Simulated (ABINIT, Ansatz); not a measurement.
# ZnS (F-43m): third-order response, part 2 of 3

Wanted: vibrational spectra of ZnS (F-43m) from linear and non-linear response.

ABINIT 10.8.3; DFT LDA, scalar-relativistic, plane waves, PseudoDojo norm-conserving pseudopotentials.

So far. Step 3 (Self-consistent run for the response): The cell stands at -0.45 GPa: the relaxation ran with a smoothed and higher cutoff and on another k mesh. Step 5 (Linear response at Γ): The acoustic modes at Γ come out as far as 4.1 cm⁻¹ from zero, where they should vanish, a small numerical error; the Born charges miss their sum rule by 0.0013 e, which is good. The relaxed cell has a = 5.295 Å (conventional setting).

The database entry behind the starting cell differs from later determinations by our own check (about 0.1 % short), so it need not match the best structure at ambient conditions.

### 6. Zone-centre analysis

anaddb reads the merged derivatives, imposes the acoustic sum rule and charge neutrality, and adds the LO-TO term along chosen directions.

The input, anaddb.abi:

```
ddb_filepath "gamma_DDB"
output_file "anaddb.abo"
outdata_prefix "anaddb"
asr 1
chneut 1
enunit 2
eivec 1
nph1l 1
qph1l 0.0 0.0 0.0 1.0
dieflag 1
nph2l 3
qph2l 
    1.0 0.0 0.0 0.0
    0.0 0.0 1.0 0.0
    1.0 1.0 1.0 0.0
nlflag 1
ramansr 1
alphon 1
prtmbm 1
```

The input, mrgddb.in:

```
gamma_DDB
merged
3
dfpt_gammao_DS2_DDB
dfpt_gammao_DS3_DDB
gso_DDB
```

The run is started by

```sh
> mrgddb < mrgddb.in > mrgddb.log
> OMP_NUM_THREADS=1 anaddb anaddb.abi > anaddb.log
```

anaddb.abo, the main output file:

```text
[banners, grids, parts of the stress and lines that vanish by symmetry left out]
-outvars_anaddb: echo values of input variables ----------------------

 Flags :
[...]
Dielectric Tensor and Effective Charges
[...]
Effective charge tensors after
[...]
1          1       -0.000000000       -0.000000000       -0.000000000
[...]
1          2        0.000000000       -0.000000000       -0.012130514
[...]
1          3       -0.000000000       -0.012130514       -0.000000000
[...]
2          1        0.000000000        0.000000000        0.000000000
[...]
2          2       -0.000000000        0.000000000        0.012130514
[...]
2          3        0.000000000        0.012130514        0.000000000
[...]
Phonon wavevector (reduced coordinates) :  0.00000  0.00000  0.00000
 Phonon energies in Hartree :
[...]
Phonon energies in meV     :
-  0.000000E+00  0.000000E+00  0.000000E+00  3.618240E+01  3.618240E+01
-  3.618240E+01
 Phonon frequencies in cm-1    :
-  0.000000E+00  0.000000E+00  0.000000E+00  2.918308E+02  2.918308E+02
-  2.918308E+02
 Phonon frequencies in Thz     :
-  0.000000E+00  0.000000E+00  0.000000E+00  8.748866E+00  8.748866E+00
-  8.748866E+00
 Phonon energies in Kelvin  :
-  0.000000E+00  0.000000E+00  0.000000E+00  4.198793E+02  4.198793E+02
-  4.198793E+02
[...]
-  1  0.00000000E+00  0.00000000E+00  2.37255206E-03
-     0.00000000E+00  0.00000000E+00  0.00000000E+00
-  2  0.00000000E+00  0.00000000E+00  2.37255051E-03
-     0.00000000E+00  0.00000000E+00  0.00000000E+00
[...]
-  1  0.00000000E+00 -2.37255206E-03  0.00000000E+00
-     0.00000000E+00  0.00000000E+00  0.00000000E+00
-  2  0.00000000E+00 -2.37255051E-03  0.00000000E+00
-     0.00000000E+00  0.00000000E+00  0.00000000E+00
[...]
-  1  2.37255206E-03  0.00000000E+00  0.00000000E+00
-     0.00000000E+00  0.00000000E+00  0.00000000E+00
-  2  2.37255051E-03  0.00000000E+00  0.00000000E+00
-     0.00000000E+00  0.00000000E+00  0.00000000E+00
[...]
-  1  0.00000000E+00  0.00000000E+00  1.66143055E-03
-     0.00000000E+00  0.00000000E+00  0.00000000E+00
-  2  0.00000000E+00  1.42736447E-07 -3.38804387E-03
-     0.00000000E+00  0.00000000E+00  0.00000000E+00
[...]
-  1  0.00000000E+00 -1.66143055E-03  0.00000000E+00
-     0.00000000E+00  0.00000000E+00  0.00000000E+00
-  2 -1.03800419E-07  3.38804387E-03  1.42738980E-07
-     0.00000000E+00  0.00000000E+00  0.00000000E+00
[...]
-  1  1.66143055E-03  0.00000000E+00  0.00000000E+00
-     0.00000000E+00  0.00000000E+00  0.00000000E+00
-  2 -3.38804387E-03 -1.03803902E-07  0.00000000E+00
-     0.00000000E+00  0.00000000E+00  0.00000000E+00
[...]
-     1          0.000000     0.000000     0.000001     0.000001
-     2          0.000000    -0.000001    -0.000000     0.000001
-     3          0.000001    -0.000000    -0.000000     0.000001
-     4         -0.000000     0.000000     2.551487     2.551487
-     5          0.000000    -2.551487     0.000000     2.551487
-     6          2.551487     0.000000    -0.000000     2.551487
[...]
-   1     Real    0.0000E+00  0.0000E+00  0.0000E+00  0.0000E+00  0.0000E+00  0.0000E+00  0.0000E+00
[...]
-   2     Real    0.0000E+00  0.0000E+00  0.0000E+00  0.0000E+00  0.0000E+00  0.0000E+00  0.0000E+00
[...]
-   3     Real    0.0000E+00  0.0000E+00  0.0000E+00  0.0000E+00  0.0000E+00  0.0000E+00  0.0000E+00
[...]
-   4     Real    0.0000E+00  0.0000E+00  9.2698E-05  0.0000E+00  0.0000E+00  0.0000E+00  9.2698E-05
[...]
-   5     Real    0.0000E+00  9.2698E-05  0.0000E+00  0.0000E+00  0.0000E+00  0.0000E+00  9.2698E-05
[...]
-   6     Real    9.2698E-05  0.0000E+00  0.0000E+00  0.0000E+00  0.0000E+00  0.0000E+00  9.2698E-05
[...]
-        -0.000000000      -0.000000000      -0.000000000
-        -0.000000000      -0.000000000      -0.000000000
[...]
Phonon at Gamma, with non-analyticity in the
[...]
Phonon energies in Hartree :
[...]
Phonon energies in meV     :
-  0.000000E+00  0.000000E+00  0.000000E+00  3.618240E+01  3.618240E+01
-  4.316537E+01
 Phonon frequencies in cm-1    :
-  0.000000E+00  0.000000E+00  0.000000E+00  2.918308E+02  2.918308E+02
-  3.481522E+02
 Phonon frequencies in Thz     :
-  0.000000E+00  0.000000E+00  0.000000E+00  8.748866E+00  8.748866E+00
-  1.043734E+01
 Phonon energies in Kelvin  :
-  0.000000E+00  0.000000E+00  0.000000E+00  4.198793E+02  4.198793E+02
-  5.009134E+02
[...]
-  1  0.00000000E+00  0.00000000E+00  2.37255206E-03
[...]
-  2  0.00000000E+00  0.00000000E+00  2.37255051E-03
[...]
Phonon at Gamma, with non-analyticity in the
[...]
Phonon energies in Hartree :
[...]
Phonon energies in meV     :
-  0.000000E+00  0.000000E+00  0.000000E+00  3.618240E+01  3.618240E+01
-  4.316537E+01
 Phonon frequencies in cm-1    :
-  0.000000E+00  0.000000E+00  0.000000E+00  2.918308E+02  2.918308E+02
-  3.481522E+02
 Phonon frequencies in Thz     :
-  0.000000E+00  0.000000E+00  0.000000E+00  8.748866E+00  8.748866E+00
-  1.043734E+01
 Phonon energies in Kelvin  :
-  0.000000E+00  0.000000E+00  0.000000E+00  4.198793E+02  4.198793E+02
-  5.009134E+02
[...]
Phonon at Gamma, with non-analyticity in the
[...]
Phonon energies in Hartree :
[...]
Phonon energies in meV     :
-  0.000000E+00  0.000000E+00  0.000000E+00  3.618240E+01  3.618240E+01
-  4.316537E+01
 Phonon frequencies in cm-1    :
-  0.000000E+00  0.000000E+00  0.000000E+00  2.918308E+02  2.918308E+02
-  3.481522E+02
 Phonon frequencies in Thz     :
-  0.000000E+00  0.000000E+00  0.000000E+00  8.748866E+00  8.748866E+00
-  1.043734E+01
 Phonon energies in Kelvin  :
-  0.000000E+00  0.000000E+00  0.000000E+00  4.198793E+02  4.198793E+02
-  5.009134E+02
[...]
-  1  7.16811211E-06 -2.37244360E-03 -2.15177086E-05
[...]
-  2  7.16795302E-06 -2.37244221E-03 -2.15178490E-05
[...]
-  1  2.37253537E-03  7.12005684E-06  5.31765990E-06
[...]
-  2  2.37253397E-03  7.12020649E-06  5.31781073E-06
[...]
-  1  2.29291398E-04  1.04325967E-03 -1.27255106E-03
[...]
-  2 -4.67578567E-04 -2.12744945E-03  2.59502802E-03
[...]
-  1  1.33703395E-03 -8.67089150E-04 -4.69944799E-04
[...]
-  2 -2.72652364E-03  1.76819674E-03  9.58326902E-04
[...]
-         0.000000000      -0.000000000      -0.000000000
-         0.000000000      -0.000000000      -0.000000000
[...]
-         0.000000000       0.000742537      -0.000608744
-         0.000742537      -0.000000000      -0.000133792
-        -0.000608744      -0.000133792       0.000000000
[...]
-        -0.000000000       0.000274214       0.000505949
-         0.000274214       0.000000000      -0.000780162
-         0.000505949      -0.000780162       0.000000000
[...]
Direction                     Dielectric constant
[...]
0.00000   0.00000   1.00000      8.84475376
   1.00000   1.00000   1.00000      8.84475376
-
```

Elapsed: 1.1 s, on 1 thread of Arm Neoverse N1, shared host.

This step gave:

| Property | Result |
| --- | --- |
| mean static dielectric constant | 8.845 |
| highest mode moved by the LO-TO term | 348.1 cm⁻¹ |

No LO-TO term; unit eigenvectors of the mass-weighted matrix, from anaddb's displacements. Modes at Γ, with each element's share of the kinetic energy:

```
mode  frequency (cm⁻¹)  symmetry  Zn %  S %
   1               0.0  acoustic    67   33
   2               0.0  acoustic    67   33
   3               0.0  acoustic    67   33
   4             291.8        T2    33   67
   5             291.8        T2    33   67
   6             291.8        T2    33   67
```

Displacements in mode 5 (291.8 cm⁻¹), the largest set to 1:
```
Zn1  0.00 -0.49  0.00
S2   0.00  1.00  0.00
```

Trace of the oscillator strength, degenerate modes summed. Infrared lines, with heights relative to the strongest:

```
position (cm⁻¹)  lines merged  IR intensity, relative
            292             3                     100
```

From anaddb's Raman susceptibilities, degenerate modes summed; transverse modes, the longitudinal lines of polar modes are not listed. Raman lines, with heights relative to the strongest:

```
position (cm⁻¹)  lines merged  Raman activity (Å⁴/amu), powder, relative
            292             3                                        100
```

Static dielectric tensor (ions relaxed, fixed cell):

```
8.84 0.00 0.00
0.00 8.84 0.00
0.00 0.00 8.84
```

Non-linear optical d (pm/V). Tensor:

```
field along  xx  yy  zz      yz      xz      xy
          x   0   0   0  -10.43       0       0
          y   0   0   0       0  -10.43       0
          z   0   0   0       0       0  -10.43
```

The rule moves no optical mode by more than 0.1 cm⁻¹.

[end of part 2 of 3]

[Host names and launcher messages were left out of these logs when they were recorded.]

[Logs are printed without paths, hosts, clocks, repeated set-up lines and the standing remarks that a program may print on its own settings, such as how far it seeks lower states.]

[Hosts, paths, dates, database ids (printed as entryN), source tags and the programs' standing remarks are cut or masked in the printed files.]
